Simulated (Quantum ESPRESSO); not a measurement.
Runs of Quantum ESPRESSO 7.5 on BaS. It takes space group Fm-3m (No. 225, cubic). Conventional cell: a = 6.388 Å, b = 6.388 Å, c = 6.388 Å, α = 90.00°, β = 90.00°, γ = 90.00°. Ba (site symmetry m-3m) has 6 S at 3.19 Å as nearest neighbours. Around S (site symmetry m-3m) lie 6 Ba at 3.19 Å. 

```tsv
level	potentials or basis	cutoff (eV)	form of the LDA correlation	pressure (GPa)
LDA	PseudoDojo 0.4.1 SR LDA standard	735	PW92	(b)
PBE	PseudoDojo 0.4.1 SR PBE standard	707	-	1.1
WC	PseudoDojo 0.4.1 SR PBE standard	707	-	-0.8
PBEsol	PseudoDojo 0.4.1 SR PBEsol standard	707	-	(a)
AM05	PseudoDojo 0.4.1 SR PBE standard	707	-	-0.1
```

Alike in all rows: task dielectric tensor; no spin polarisation; cell as given; k mesh 6 × 6 × 6, shifted; smearing fermi-dirac 0.05 eV.

Q: Estimate the missing entries.

A: (a) -0.9; (b) -2.2.

Caveats: this release of the barium file is off; the potentials were made for another functional, which shifts forces and pressure (some runs).
